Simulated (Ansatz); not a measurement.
BeO (wurtzite), relaxed and computed with several functionals in Ansatz (plane waves, PAW).

| functional | a (Å) | c (Å) | V (Å³/atom) | gap (eV) | B₀ by P(V) fit (GPa) |
|---|---|---|---|---|---|
| PBEsol | 2.693 | 4.373 | 6.86 | 7.51 | 218 |
| HSE06 | 2.686 | 4.359 | 6.81 | 9.64 | 228 |
| PBE | 2.712 | 4.404 | 7.01 | 7.46 | 209 |
| r²SCAN | 2.690 | 4.369 | 6.85 | 8.55 | 225 |

All cells were relaxed under the symmetry of their starts (and spin orders); stability against distortions was not tested throughout.

Potentials: the earlier of the program's two PAW sets. The files were generated under PBE; for other functionals the program regenerates the frozen cores, and for LDA and PBEsol the local potential too.

Ansatz (a first-principles code) is a plane-wave DFT program.
